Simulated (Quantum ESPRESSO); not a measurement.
Runs of Quantum ESPRESSO 7.5 on Pt. It takes space group P6_3/mmc (No. 194, hexagonal). Conventional cell: a = 2.761 Å, b = 2.761 Å, c = 4.792 Å, α = 90.00°, β = 90.00°, γ = 120.00°. Pt (site symmetry -6m2) is surrounded by 12 Pt at 2.76 to 2.88 Å. This isn't the form of Pt at room conditions, which is fcc.

```csv
task,level,potentials or basis,cell,k mesh,cutoff (eV),symmetry,SCF threshold,form of the LDA correlation,mesh quality,gap on the mesh (eV),pressure (GPa),V0 of scaled cells (Å³/atom),B0 (GPa)
equation of state,r2SCAN,SG15 PBE 1.2,as given,7 × 7 × 4,952,off,1e-08 Ry,-,coarse,-,-,(a),268
band structure,PBEsol,GBRV 1.5 PBEsol,as given,11 × 11 × 6,612,-,4e-10 Ry,-,not flagged,none,-11.7,-,-
single point,PBEsol,GBRV 1.5 PBEsol,"atoms moved at random, drawn with an rms of 0.05 Å",11 × 11 × 6,612,-,4e-10 Ry,-,not flagged,none,-11.4,-,-
equation of state,PBEsol,GBRV 1.5 PBEsol,as given,11 × 11 × 6,612,-,4e-10 Ry,-,not flagged,-,-,15.13,284
single point,PBEsol,GBRV 1.5 PBEsol,as given,11 × 11 × 6,612,-,4e-10 Ry,-,not flagged,none,-11.7,-,-
```

Alike in all rows: no spin polarisation; smearing fermi-dirac 0.05 eV.

Estimate the missing entries.

(a) 15.44.

Caveats: some runs use coarse meshes; the cell was scaled at fixed shape and fractional positions, which overstates the stiffness of a crystal with free parameters, most of all of layers and chains (some runs); the potentials were made for another functional, which shifts forces and pressure (some runs); spin-orbit coupling is left out, which moves the levels of the heavy elements (some runs).

A k mesh can miss the band edges, and the runs leave out spin-orbit coupling on Pt.

A gap of «none» marks a metal or a gap under the smearing width.
